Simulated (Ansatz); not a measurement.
# AlGaN2: biaxial strain in the a-b plane

The task here is to estimate one member of a computed series from the others.

Program: Ansatz 0.2.0. Level of theory: DFT LDA, scalar-relativistic, plane waves, PAW. These are calculated values, not measurements.

2 further runs of the same task are left out: 2 set aside as unsound or not needed.

## The structure to begin with

Symmetry: P-4m2, No. 115, tetragonal system. The conventional cell has a = 3.115 Å, b = 3.115 Å, c = 4.384 Å, α = 90.00°, β = 90.00°, γ = 90.00°. Al (site symmetry -4m2) has 4 N at 1.88 Å as nearest neighbours. Around Ga (site symmetry -4m2) lie 4 N at 1.93 Å. N (site symmetry 2mm) is surrounded by 2 Al at 1.88 Å and 2 Ga at 1.93 Å.

Coordinates:

```xyz
4
Lattice="3.1153 0.0000 0.0000 0.0000 3.1153 0.0000 0.0000 0.0000 4.3843" Properties=species:S:1:pos:R:3 pbc="T T T"
Al    1.5576    1.5576    2.1922
Ga    0.0000    0.0000    0.0000
N     1.5576    0.0000    3.2446
N     0.0000    1.5576    1.1397
```

It goes back to an entry of the Materials Project, which need not be the stable form.

It is the result of an earlier relaxation at this level (volume 10.64 Å³/atom; gap on the mesh: 3.05 eV).

Set-up of the first run:

input.yaml

```yaml
crystal:
  lattice:
    - [3.1152864671, 0.0, 0.0]
    - [0.0, 3.1152864671, 0.0]
    - [0.0, 0.0, 4.3843301925]
  atoms:
    - { symbol: Al, position: [0.5, 0.5, 0.5] }
    - { symbol: Ga, position: [0.0, 0.0, 0.0] }
    - { symbol: "N", position: [0.5, 0.0, 0.7400513253] }
    - { symbol: "N", position: [0.0, 0.5, 0.2599486747] }
basis:
  ecutwfc: 420
kpoints:
  mp_grid: { grid: [8, 8, 6] }
hamiltonian:
  xc: lda
scf:
  occupations: { method: gaussian, width: 0.02 }
output:
  forces: true
  stress: true
  eigenvalues: true
```

Started as:

```
> ansatz run input.yaml --threads 1 --pin off --max-ram 2560MiB --backend cpu --events-out ev --progress --plain --runs-dir out
```

Steps of the session up to this table: Reference cell for the strains; The gap over the whole zone; The cell strained by -2.0 %; Band edges over the zone at -2.0 %; At +2.0 %; Band edges over the zone at +2.0 %; Strain -4.0 %; The gap over the whole zone at -4.0 %; The cell strained by +4.0 %; Seeking the band edges at +4.0 %; At -6.0 %; Band edges over the zone at -6.0 %; The cell strained by +6.0 %; Band edges over the zone at +6.0 %.

One of the session's tables, all rows but one given; the rest of the session is left out.

```
strain (%)  ΔE (meV/atom)  a (Å)  b (Å)  c (Å)
      -6.0           78.1  2.928  2.928  4.651
      -4.0           32.9  2.991  2.991  4.568
      -2.0              ?      ?      ?      ?
      +0.0            0.0  3.115  3.115  4.384
      +2.0            7.0  3.178  3.178  4.282
      +4.0           26.6  3.240  3.240  4.173
      +6.0           56.7  3.302  3.302  4.056
```

Q: Estimate the row for strain (%) = -2.0 from the others.

Worked estimate for «ΔE (meV/atom)». A straight line through the neighbours (-4.0, 32.9) and (0.0, 0.0) gives 32.9 + (0.0 − 32.9) × (-2.0 + 4.0) / (0.0 + 4.0) = 16.4; a parabola fitted to 4 rows on both sides gives 7.8.

The run gave: ΔE (meV/atom): 7.8; a (Å): 3.053; b (Å): 3.053; c (Å): 4.479. In «ΔE (meV/atom)» the line misses by +8.6 and the parabola by 0.0.

ΔE is over the unstrained cell. Stress in GPa, positive in compression, on the Cartesian axes of the input. Gaps are Kohn-Sham gaps over the whole zone (d direct, i indirect).

Limits of these values: The gap runs from 2.86 eV at -6.0 % through 3.05 to 2.61 eV at +6.0 %, and changes between direct and indirect on the way.
